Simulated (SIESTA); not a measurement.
Crystal: MoSe2.

```xyz
6
Lattice="3.2880 0.0000 0.0000 -1.6440 2.8475 0.0000 0.0000 0.0000 12.9000" Properties=species:S:1:pos:R:3 pbc="T T T"
Mo    1.6440    0.9492    9.6750
Mo    0.0000    1.8983    3.2250
Se    1.6440    0.9492    4.8375
Se    0.0000    1.8983   11.2875
Se    1.6440    0.9492    1.6125
Se    0.0000    1.8983    8.0625
```

Base run:

```yaml
Program: SIESTA 5.4.2
Functional: BP86
Potentials_or_basis: PseudoDojo 0.4 standard (PBE files)
Basis: DZP (energy shift 0.002 Ry)
Grid_cutoff: 800 Ry
Energy_shift: 0.002 Ry
k_mesh: 9 × 9 × 2
Occupations: fermi-dirac, width 0.05 eV
Spin: no spin polarisation
```

Its results: band gap on the k mesh 0.79 eV, indirect (least direct gap 1.40 eV); pressure 16.6 GPa; largest force 2.157 eV/Å.

Question: After a change of settings the same cell gave: band gap on the k mesh 0.76 eV, indirect (least direct gap 1.40 eV); pressure 25.4 GPa; largest force 3.002 eV/Å. Which change was it?
A. functional from BP86 to vdW-DF2
B. functional from BP86 to PBEGcGxHEG
C. functional from BP86 to B86bPBE

Answer: A.

Caveats: semicore shells carry a single zeta, which can move pressures by several GPa and volumes by a few percent; so large a pressure means that the cell lies far from this level's equilibrium, or that cutoff or potentials fall short; the potentials were made for another functional, which shifts forces and pressure; the cell's inner coordinates are idealised or old, which leaves forces on the atoms; the basis of atomic orbitals isn't converged, which shifts pressures, moduli and gaps.

Runs at the PBE level aren't shown here.
